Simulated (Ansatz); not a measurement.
A 2-atom cell of LiBr started from a crystallographic database, relaxed with r2SCAN: the symmetry is Fm-3m (No. 225, cubic); a = 5.479 Å in the conventional setting, 20.56 Å³ an atom. Li is surrounded by 6 Br at 2.74 Å; Br is surrounded by 6 Li at 2.74 Å. One-shot G0W0@PBE in the PAW code Ansatz on a 4×4×4 mesh (contour deformation, no spin-orbit coupling), from a PBE gap of 4.988 eV over the mesh points (the G0W0 gap is direct on the mesh); the number N of bands summed and the screening cutoff rise together. Calculated for a static, non-magnetic cell.

```csv
N,cutoff (eV),1000/N,G0W0 gap (eV)
71,80,14.085,6.994
159,140,6.289,7.193
```

Question: Lay a straight line in 1000/N through these rows.

Answer: The slope is -0.0255 eV per unit of 1000/N and the intercept 7.354 eV.

Question: Predict the gap at N = 289 (210 eV).

Answer: 7.354 + (-0.0255) × 3.460 = 7.266 eV; the run gives 7.279 eV, +0.013 eV from the line.

Question: With that run's result added, what limit do the last two rows suggest?

Answer: Their slope is (7.279 − 7.193)/(3.460 − 6.289) = -0.0304, which meets 1/N = 0 at 7.38 eV, against 7.354 eV from the first line. The slope steepens, so 1/N isn't yet asymptotic and the true limit probably lies higher still; the k mesh isn't extrapolated.

The runs are scalar-relativistic, without spin-orbit coupling.
